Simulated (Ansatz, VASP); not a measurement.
**SiC (Moissanite 3C): VASP beside Ansatz**

Aim: how closely do two programs agree when they are given the same cell, functional and k mesh? The cell is taken from a series of VASP runs on this material, whose earlier steps may have relaxed, scaled or displaced it; both programs get it as it stands.

Program: Ansatz 0.2.0. Level of theory: plane waves, with VASP 6.6.1 beside it; relaxation of cell and atoms at r2SCAN. Results are calculated unless marked as measured.

### Step 1. Starting point

The structure is cubic, space group F-43m (No. 216). Conventional cell: a = 4.355 Å, b = 4.355 Å, c = 4.355 Å, α = 90.00°, β = 90.00°, γ = 90.00°. Si has 4 C at 1.89 Å nearest. Nearest to C lie 4 Si at 1.89 Å. Farther neighbours are not listed.

### Step 2. Ansatz: relaxation of cell and atoms, r2SCAN

Ansatz runs on its default PAW (the set named soft_2) files.

The relaxed volume is the usual yardstick between codes: its relative difference is about their pressure difference at one cell divided by the bulk modulus.

The input, input.yaml:

```yaml
crystal:
  lattice:
    - [0.0, 2.1773176557, 2.1773176557]
    - [2.1773176557, 0.0, 2.1773176557]
    - [2.1773176557, 2.1773176557, 0.0]
  atoms:
    - { symbol: Si, position: [0.0, 0.0, 0.0] }
    - { symbol: C, position: [0.75, 0.75, 0.75] }
hamiltonian:
  xc: r2scan
  pseudopotentials: { kind: paw }
kpoints:
  mp_grid: { grid: [8, 8, 8] }
scf:
  occupations: { method: gaussian, width: 0.03 }
relax:
  f_tol: 0.01
  max_steps: 60
  cell: { stress_tol: 0.05 }
output:
  forces: true
  stress: true
```

Started as:

```
$ ansatz run input.yaml --threads 4 --pin off --max-ram 9216MiB --backend cpu --events-out ev --progress --plain --runs-dir out
```

Numbers of over 12 decimals in the logs are rounded to 6 here.

The log of the run:

```text
Engine: ansatz 0.2.0, aarch64-unknown-linux-gnu
Pseudopotentials: kind: paw
Pseudopotential: Si, paw, valence charge 4, recommended cutoff 500 eV (meta_gga), Si.paw.azcp
Pseudopotential: C, paw, valence charge 4, recommended cutoff 500 eV (meta_gga), C.paw.azcp
Functional definition: r2SCAN
  parameter k0 = 0.174
  parameter k1 = 0.065
  parameter a1 = 4.9479
  exchange = r2scan_x(k0 = k0, k1 = k1, a1 = a1)
  correlation = r2scan_c
Crystal: 2 atoms, lattice volume = 20.644 Å³
Basis set: ecut = 500 eV, 531 PW (Γ), exchange–correlation on 96×96×96 points (64 copies of the dense FFT grid, shifted against one another)
Bands: 8, of which v1, the nominal top of the filled ones, is band 4 counted from 1 (3 counted from 0)
Symmetry: 24 space group operations
Space group: F-43m (ITA 216), of the structure as read, at distance tolerance 2.7e-5 Å
k-points: 29 of 512 (time reversal used)
Non-local potential: Si, projectors of the file, l = 0: 2, l = 1: 2, l = 2: 2
Non-local potential: C, projectors of the file, l = 0: 2, l = 1: 2, l = 2: 1
PAW form: soft (Blöchl's): semilocal exchange-correlation on the pseudo side does not see the compensation charge
PAW frozen core: Si, regenerated for the run's functional (the file was generated under x = pbe(κ = 0.804, μ = 0.219515), c = pbe(β = 0.066725))
PAW frozen core: C, regenerated for the run's functional (the file was generated under x = pbe(κ = 0.804, μ = 0.219515), c = pbe(β = 0.066725))
PAW one-centre angular grid: Si, 302 points (default); XC on 160 Gauss nodes
PAW one-centre angular grid: C, 302 points (default); XC on 239 of its mesh's 2573 points in the sphere
Initial density: superposition of atomic densities (neutral atoms: chi_scale 0, normalization atom), corrected by the library's trained network
Initial wavefunctions: pseudopotential atomic-orbital guess
Functional: x = r2scan, c = r2scan; τ floored in thin density (d = 2e-4 eV/Å³)
SCF iter   1: F=—  HF=-891.288501 eV  |F-HF|=—  |Δ(HF+E_count)|=         —  Δρ=5.88e-3  dr2=4.86e-3  dr2_τ=1.95e-1  ethr=1.77e-3  ⟨swp⟩=6.1  Hψ=1979  notcnv=0
preconditioner: auto → none  [insulator: Δε(μ)=1.659 eV  Ē_g=15.022 eV  σ=0.030 eV  W_gap=1.00  n_scr=0 (ndim 8)  ℏωp=23.1 eV  f_vac=0.000  D(μ)=0.00/eV (n_scr^D=0)  ε∞_Penn≈3.4]
SCF iter   2: F=—  HF=-891.332991 eV  |F-HF|=—  |Δ(HF+E_count)|=   4.45e-2  Δρ=4.00e-3  dr2=1.78e-3  dr2_τ=3.54e-5  ethr=6.08e-5  ⟨swp⟩=2.2  Hψ=702  notcnv=0
SCF iter   3: F=—  HF=-891.332956 eV  |F-HF|=—  |Δ(HF+E_count)|=   3.48e-5  Δρ=1.00e-3  dr2=1.66e-4  dr2_τ=5.63e-6  ethr=2.23e-5  ⟨swp⟩=2.7  Hψ=454  notcnv=0
SCF iter   4: F=—  HF=-891.332983 eV  |F-HF|=—  |Δ(HF+E_count)|=   2.67e-5  Δρ=9.33e-5  dr2=1.28e-6  dr2_τ=3.16e-7  ethr=2.08e-6  ⟨swp⟩=2.4  Hψ=338  notcnv=0
SCF iter   5: F=—  HF=-891.332983 eV  |F-HF|=—  |Δ(HF+E_count)|=   7.66e-9  Δρ=5.72e-5  dr2=6.05e-7  dr2_τ=2.34e-8  ethr=1.60e-8  ⟨swp⟩=2.0  Hψ=345  notcnv=0
SCF iter   6: F=—  HF=-891.332983 eV  |F-HF|=—  |Δ(HF+E_count)|=   3.75e-8  Δρ=2.60e-5  dr2=1.21e-7  dr2_τ=8.08e-10  ethr=7.56e-9  ⟨swp⟩=2.0  Hψ=321  notcnv=0
SCF iter   7: F=-891.332983 eV  HF=-891.332983 eV  |F-HF|=1.11e-9  |Δ(HF+E_count)|=   1.92e-9  Δρ=5.24e-6  dr2=4.94e-9  dr2_τ=3.57e-11  ethr=1.25e-9  ⟨swp⟩=4.0  Hψ=696  notcnv=0
SCF 1 converged in 7 iterations: F = -891.332983 eV  dr2 = 4.94e-9
  greatest PAW one-centre occupation: 0.659 electrons in one spin orbital (limit 2), on the C atom at site 1 (counted from 0), in its partial waves of l = 0
relax step   1: F+E_penalty+E_count = -891.33298302 eV  Δ(F+E_penalty+E_count) = +0.000e0 eV  max|allowed force component| = 4.071e-16 eV/Å  Δτ_max = 0.0000 Å  P = +0.271 GPa  Ω = 20.644 Å³  (7 SCF iters, dr2 threshold 1.00e-7 eV, accepted)
[...]
relax step   2: F+E_penalty+E_count = -891.33299764 eV  Δ(F+E_penalty+E_count) = -1.462e-5 eV  max|allowed force component| = 1.804e-16 eV/Å  Δτ_max = 0.0000 Å  P = +0.122 GPa  Ω = 20.657 Å³  energy of the carried Pulay correction = -1.752e-6 eV  (2 SCF iters, dr2 threshold 1.84e-7 eV, accepted)
[...]
relax step   3: F+E_penalty+E_count = -891.33300061 eV  Δ(F+E_penalty+E_count) = -2.970e-6 eV  max|allowed force component| = 1.758e-16 eV/Å  Δτ_max = 0.0000 Å  P = +0.005 GPa  Ω = 20.668 Å³  energy of the carried Pulay correction = -3.189e-6 eV  (3 SCF iters, dr2 threshold 3.73e-8 eV, accepted)
[...]
relax step   4: F+E_penalty+E_count = -891.33300651 eV  Δ(F+E_penalty+E_count) = -5.895e-6 eV  max|allowed force component| = 1.573e-16 eV/Å  Δτ_max = 0.0000 Å  P = +0.004 GPa  Ω = 20.668 Å³  stress off target by 4.24e-3 GPa  SCF on the basis re-selected at this cell (its energy is not comparable with the rows above)  (4 SCF iters)
basis re-selected at this cell: Δ(F+E_penalty+E_count) = -5.895e-6 eV, ΔP = -0.000 GPa vs the last step (what re-selecting the basis moved, of the pressure what is left beyond the Pulay correction that the steps carried, after the strain that the cell walked since its last selection, with what the two solves' SCF thresholds leave and, on support functions, any second-order correction that the steps lacked; it is no m [...]
SCF converged after 4 iterations
Free energy (F): -891.333007 eV
Harris-Foulkes:  -891.333007 eV  (|F-HF|=1.16e-11)
Internal energy: -891.333007 eV  (E = F + TS)
E sigma→0 (E₀):  -891.333007 eV
Fermi energy:    10.232830 eV
--- Per-component energies (eV) ---
  E_band       = 25.565054
  E_kinetic    = 136.044138
  E_local      = -103.564555  (includes V_loc(G=0)·N_el)
  E_nonlocal   = 50.369299
  E_hartree    = 32.464815
  E_xc         = -101.358503
  E_vxc        = -118.637669  (∫ρ·V_xc dr)
  E_paw        = -620.294292  (= ΣΔE_a)
  E_vpaw       = -9.144384  (= ΣTr[D̂ρ^β])
  E_aug_tail   = 0.000008  (compensation charges beyond the density's cutoff)
  E_vtau       = 5.568581  (kinetic-family band-sum trace: ∫τ·v_τ [+ j·A + Jᵃ·Aᵃ] dr)
  E_ewald      = -284.892710
  E_core_change = -0.101207  (= ΣΔE_core)
  E_smearing   = -0.000000  (= −TS)
  E_closure    = 0.000000  (closes the sum)
  Σ components = -891.333007   (vs F -891.333007, Δ=0.00e0)
--- Forces (eV/Å), atoms counted from 1 ---
  atom   1  Si    -0.00000000     0.00000000     0.00000000
  atom   2  C      0.00000000    -0.00000000    -0.00000000
  max |Σ_I F_I| component: 1.67e-16 eV/Å
--- Stress (GPa, compression-positive) ---
        0.004241      -0.000000       0.000000
        0.000000       0.004241       0.000000
        0.000000       0.000000       0.004241
  P = ⅓ Tr σ = 0.0042 GPa (0.042 kbar)
--- Relaxed structure (3 steps of the walk, 3 accepted, 1 SCFs on fresh bases) ---
  F+E_penalty+E_count = -891.33300651 eV   max|allowed force component| = 1.573e-16 eV/Å   (the final SCF, on the basis selected at the relaxed cell)
  cell:  # Å, volume = 20.6682 Å³
    - [0, 2.178167, 2.178167]
    - [2.178167, 0, 2.178167]
    - [2.178167, 2.178167, 0]
  atoms:
    - { symbol: Si, position: [0, 0, 0] }
    - { symbol: C, position: [0.750000, 0.750000, 0.750000] }
```

It took 1.8 s on 4 threads of Arm Neoverse V1, shared host; peak memory 0.34 GiB.

### Step 3. VASP: relaxation of cell and atoms, r2SCAN

The same cell, functional, mesh and smearing now go to VASP, with its own data sets and cutoff.

Lines of VASP's logs that name or quote its potential files are left out, and so is its time.

The input, INCAR:

```
SYSTEM = SiC
PREC = Accurate
ENCUT = 560
EDIFF = 1E-07
NELM = 100
ISMEAR = 0
SIGMA = 0.03
LREAL = .FALSE.
ALGO = Normal
METAGGA = R2SCAN
LASPH = .TRUE.
NBANDS = 10
LORBIT = 11
LWAVE = .FALSE.
LCHARG = .FALSE.
KPAR = 4
IBRION = 2
NSW = 50
ISIF = 3
EDIFFG = -0.002
```

The input, POSCAR:

```
SiC
1.0
    0.0000000000      2.1773176557      2.1773176557
    2.1773176557      0.0000000000      2.1773176557
    2.1773176557      2.1773176557      0.0000000000
Si C
1 1
Direct
    0.0000000000      0.0000000000      0.0000000000
    0.7500000000      0.7500000000      0.7500000000
```

The input, KPOINTS:

```
Automatic mesh
0
Gamma
8 8 8
0 0 0
```

PAW data sets: Si and C (PBE family, release 64).

Started as:

```
$ mpirun -np 4 vasp_std
```

The log of the run:

```text
[banner, memory and clock lines left out]
running    4 mpi-ranks, on    1 nodes
 distrk:  each k-point on    1 cores,    4 groups
 distr:  one band on    1 cores,    1 groups

 POSCAR found type information on POSCAR SiC
 POSCAR found :  2 types and       2 ions
|                                                                             |
|               ----> ADVICE to this user running VASP <----                  |
|                                                                             |
|     You enforced a specific xc type in the INCAR file but a different       |
|     [... a line on the potential file left out ...]
|     I HOPE YOU KNOW WHAT YOU ARE DOING!                                     |
|                                                                             |

 LDA part: xc-table for (None), standard interpolation
 POSCAR, INCAR and KPOINTS ok, starting setup
 FFT: planning ... GRIDC
 FFT: planning ... GRID_SOFT
 FFT: planning ... GRID
 WAVECAR not read
 entering main loop
       N       E                     dE             d eps       ncg     rms          rms(c)
DAV:   1     0.290105310010E+01    0.29011E+01   -0.43535E+03   580   0.745E+02
DAV:   2    -0.215048389844E+02   -0.24406E+02   -0.23477E+02   760   0.125E+02
DAV:   3    -0.223254273269E+02   -0.82059E+00   -0.81845E+00   688   0.205E+01
DAV:   4    -0.223288869339E+02   -0.34596E-02   -0.34594E-02   670   0.163E+00
DAV:   5    -0.223289027952E+02   -0.15861E-04   -0.15861E-04   662   0.108E-01    0.921E+00
DAV:   6    -0.192881997563E+02    0.30407E+01   -0.52157E+00   642   0.117E+01    0.509E+00
DAV:   7    -0.193159689862E+02   -0.27769E-01   -0.50714E-01   740   0.446E+00    0.247E+00
DAV:   8    -0.193262118466E+02   -0.10243E-01   -0.21028E-02   606   0.123E+00    0.188E-01
DAV:   9    -0.193265269067E+02   -0.31506E-03   -0.31358E-04   754   0.180E-01    0.135E-01
DAV:  10    -0.193266130082E+02   -0.86101E-04   -0.74549E-05   614   0.880E-02    0.121E-02
DAV:  11    -0.193266123233E+02    0.68492E-06   -0.61233E-07   714   0.642E-03    0.450E-03
DAV:  12    -0.193266124952E+02   -0.17188E-06   -0.14838E-07   608   0.384E-03    0.207E-04
DAV:  13    -0.193266124917E+02    0.34643E-08   -0.27316E-09   304   0.382E-04
   1 F= -.19326612E+02 E0= -.19326612E+02  d E =-.193266E+02
 curvature:   0.00 expect dE= 0.000E+00 dE for cont linesearch  0.000E+00
 trial: gam= 0.00000 g(F)=  0.961E-46 g(S)=  0.341E-08 ort = 0.000E+00 (trialstep = 0.100E+01)
 search vector abs. value=  0.351E-08
 reached required accuracy - stopping structural energy minimisation
```

OUTCAR, selected parts (step 3):

```text
ion  position               nearest neighbor table
   1  0.000  0.000  0.000-   2 1.89   2 1.89   2 1.89   2 1.89
   2  0.750  0.750  0.750-   1 1.89   1 1.89   1 1.89   1 1.89

  LATTYP: Found a face centered cubic cell.
 ALAT       =     4.3546353114

 Subroutine GETGRP returns: Found 24 space group operations
 (whereof 24 operations were pure point group operations)

The static configuration has the point symmetry T_d .

 Found     29 irreducible k-points:

   k-points           NKPTS =     29   k-points in BZ     NKDIM =     29   number of bands    NBANDS=     10

   dimension x,y,z NGX =    24 NGY =   24 NGZ =   24
   dimension x,y,z NGXF=    48 NGYF=   48 NGZF=   48

   ENCUT  =  560.0 eV  41.16 Ry    6.42 a.u.   5.94  5.94  5.94*2*pi/ulx,y,z

   NELECT =       8.0000    total number of electrons

 k-points in reciprocal lattice and weights: Automatic mesh
   0.00000000  0.00000000  0.00000000       0.002
   0.12500000  0.00000000  0.00000000       0.016
   0.25000000  0.00000000  0.00000000       0.016
   0.37500000  0.00000000  0.00000000       0.016
   0.50000000  0.00000000  0.00000000       0.008
   0.12500000  0.12500000  0.00000000       0.012
   0.25000000  0.12500000  0.00000000       0.047
   0.37500000  0.12500000  0.00000000       0.047
   0.50000000  0.12500000  0.00000000       0.047
[...]
-0.37500000  0.50000000  0.12500000       0.023
  -0.25000000  0.50000000  0.25000000       0.012

 average (electrostatic) potential at core
       1 -83.2961       2 -46.6530

 E-fermi :   8.2462

 k-point     1 :       0.0000    0.0000    0.0000
  band No.  band energies     occupation
      1      -8.1896      2.00000
      2       8.0086      2.00000
      3       8.0086      2.00000
      4       8.0086      2.00000
      5      14.8715      0.00000
      6      15.8745      0.00000
      7      15.8745      0.00000
      8      15.8745      0.00000
      9      23.2310      0.00000
    ...

 k-point     2 :       0.1250    0.0000    0.0000
  band No.  band energies     occupation
      1      -7.8735      2.00000
      2       6.4639      2.00000
      3       7.7982      2.00000
      4       7.7982      2.00000
      5      15.0881      0.00000
      6      16.2489      0.00000
      7      16.2489      0.00000
      8      16.5136      0.00000
      9      22.0166      0.00000
    ...

 k-point     3 :       0.2500    0.0000    0.0000
  band No.  band energies     occupation
      1      -6.9516      2.00000
      2       3.5348      2.00000
      3       7.3727      2.00000
      4       7.3727      2.00000
      5      14.5892      0.00000
      6      16.5066      0.00000
      7      16.5066      0.00000
      8      18.1997      0.00000
      9      21.8821      0.00000
    ...

  Total       -0.0002172     -0.0002172     -0.0002172      0.0000000      0.0000000      0.0000000
  in kB       -0.0168561     -0.0168561     -0.0168561      0.0000000      0.0000000      0.0000000
  external PRESSURE =      -0.0168561 kB  Pullay stress =       0.0000000 kB

  energy-cutoff  :      560.00
  volume of cell :       20.64
      direct lattice vectors                 reciprocal lattice vectors
     0.000000000  2.177317656  2.177317656    -0.229640355  0.229640355  0.229640355
     2.177317656  0.000000000  2.177317656     0.229640355 -0.229640355  0.229640355
     2.177317656  2.177317656  0.000000000     0.229640355  0.229640355 -0.229640355

 POSITION                                       TOTAL-FORCE (eV/Angst)
 -----------------------------------------------------------------------------------
      0.00000      0.00000      0.00000        -0.000000     -0.000000     -0.000000
      3.26598      3.26598      3.26598         0.000000      0.000000      0.000000
 -----------------------------------------------------------------------------------
    total drift:                                0.000001      0.000001      0.000001

  FREE ENERGIE OF THE ION-ELECTRON SYSTEM (eV)
  ---------------------------------------------------
  free  energy   TOTEN  =       -19.3266124917 eV

  energy  without entropy=      -19.3266124917  energy(sigma->0) =      -19.32661249

 reached required accuracy - stopping structural energy minimisation

 total charge
# of ion       s       p       d       tot
------------------------------------------
    1        0.702   0.982   0.000   1.684
    2        0.849   1.717   0.000   2.566
--------------------------------------------------
tot          1.552   2.699   0.000   4.250

[... 3 further parts left out ...]
```

CONTCAR:

```
SiC
   1.00000000000000
     0.0000000000000000    2.1773176557000000    2.1773176557000000
     2.1773176557000000    0.0000000000000000    2.1773176557000000
     2.1773176557000000    2.1773176557000000    0.0000000000000000
  Si              C
     1     1
Direct
     0.0000000000000000    0.0000000000000000    0.0000000000000000
     0.7500000000000000    0.7500000000000000    0.7500000000000000
```

The run keeps the 24 symmetry operations of its start, so it cannot find a distortion of lower symmetry.

### Step 4. Side by side

Known differences besides the potentials themselves: VASP keeps PBE cores, Ansatz makes them for the functional; both relaxations stop at a tolerance, which leaves soft axes loose, and VASP keeps its plane-wave basis; the cutoff is 500 eV in Ansatz and 560 eV in VASP; Ansatz adds a Pulay correction to the stress that steers its cell, VASP none. Total energies have different zeros and are not compared.

Compared:

```
                                         quantity  Ansatz   VASP  difference
                                      volume (Å³)   20.67  20.64     +0.12 %
edge a after relaxation, in the typed setting (Å)   3.080  3.079     +0.04 %
```

The walks stopped with 0.00 GPa left in Ansatz and 0.00 GPa in VASP; each walk ends within a tolerance, so the volume difference is uncertain by about these residues over the bulk modulus, most in soft cells.

### Step 5. Summary of results

- difference in volume (relaxation of cell and atoms, r2SCAN): 0.12 %

The difference in volume is 0.12 % (relaxation of cell and atoms, r2SCAN), within the 1.2 % picked in this series as the mark of a large difference, as far as the stopping tolerances let one tell. Such differences can come from data sets, numerical settings and the points named under the comparisons, not from the functional's error against experiment.

[Lines on the potential files, build, host, timing and source positions are cut from VASP's logs without a mark.]

[Logs are printed without paths, hosts, clocks, repeated set-up lines and the standing remarks that a program may print on its own settings, such as how far it seeks lower states.]

[Hosts, paths, dates, database ids (printed as entryN), source tags and the programs' standing remarks are cut or masked in the printed files.]
